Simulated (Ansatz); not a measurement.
# HC8: the cost of one run

Method: DFT PBE+D3(BJ), scalar-relativistic, plane waves, PAW, in Ansatz 0.2.0.

## Step 1: The system as given

Symmetry: R-3m, No. 166, trigonal system. Conventional cell: a = 2.456 Å, b = 2.456 Å, c = 10.041 Å, α = 90.00°, β = 90.00°, γ = 120.00°. C (site symmetry 3m) is surrounded by 3 C at 1.42 Å.

Structure file:

```cif
data_structure
_symmetry_space_group_name_H-M 'P 1'
_symmetry_Int_Tables_number 1
_cell_length_a 3.6350
_cell_length_b 3.6350
_cell_length_c 3.6350
_cell_angle_alpha 39.490
_cell_angle_beta 39.490
_cell_angle_gamma 39.490
_cell_volume 17.48
loop_
_atom_site_label
_atom_site_type_symbol
_atom_site_fract_x
_atom_site_fract_y
_atom_site_fract_z
_atom_site_occupancy
C1 C 0.16400 0.16400 0.16400 1
C2 C 0.83600 0.83600 0.83600 1
```

The structure comes from the Crystallography Open Database.

## Step 8: Setting up the map

Atoms count from 1 in the order of the input.

H is moved over the surface cell; relaxed at each place: the height of the adsorbate's atoms; substrate rigid; the origin of the map has the adsorbate above C1.

- position of H9 along the first surface vector, from above C1: 6 values from 0.000 to 0.833, periodic
- position of H9 along the second surface vector, from above C1: 6 values from 0.000 to 0.833, periodic

Relaxed at each point: the height of the adsorbate's atoms; substrate rigid. Points are written as (first, second).

The two vectors of the plane (Å): (2.466, 0.000, 0.000); (-1.233, 2.135, 0.000).

(The set-up runs are not shown.)

## Step 9: Point (0/6, 0/6) of the map's two axes

The input, input.yaml:

```yaml
crystal:
  lattice:
    - [4.9313048819, 0.0, 0.0]
    - [-2.4656524409, 4.2706353015, 0.0]
    - [0.0, 0.0, 15.5000331942]
  atoms:
    - { symbol: C, position: [0.3333333333, 0.1666666667, 0.258066105] }
    - { symbol: C, position: [0.3333333333, 0.6666666667, 0.258066105] }
    - { symbol: C, position: [0.8333333333, 0.1666666667, 0.258066105] }
    - { symbol: C, position: [0.8333333333, 0.6666666667, 0.258066105] }
    - { symbol: C, position: [0.1666666667, 0.3333333333, 0.2580639635] }
    - { symbol: C, position: [0.1666666667, 0.8333333333, 0.2580639635] }
    - { symbol: C, position: [0.6666666667, 0.3333333333, 0.2580639635] }
    - { symbol: C, position: [0.6666666667, 0.8333333333, 0.2580639635] }
    - { symbol: H, position: [0.3333333333, 0.1666666667, 0.3277433752], spin: 1.0 }
basis:
  ecutwfc: 420
kpoints:
  mp_grid: { grid: [6, 6, 1] }
hamiltonian:
  xc: pbe
  pseudopotentials: { kind: paw, azcp: { folder: soft_1 } }
  dispersion: d3bj
scf:
  occupations: { method: gaussian, width: 0.1 }
output:
  forces: true
  eigenvalues: true
  populations: true
magnetization:
  spin_polarized: true
relax:
  adjacent_minimum: "off"
  f_tol: 0.025
  max_steps: 16
  constraints: [{ sites: [0, 1, 2, 3, 4, 5, 6, 7] }, { sites: [8], fix: xy }]
efield:
  axis: 3
  dipole_correction: true
  ramp_width: 0.04
```

The run is started by

```
> ansatz run input.yaml --threads 1 --pin off --max-ram 3072MiB --backend cpu --events-out ev --progress --plain --runs-dir out
```

Q: Estimate wall time and peak memory on 1 thread of Arm Neoverse N1, shared host.

About 1.8 min, with a peak of 0.49 GiB.
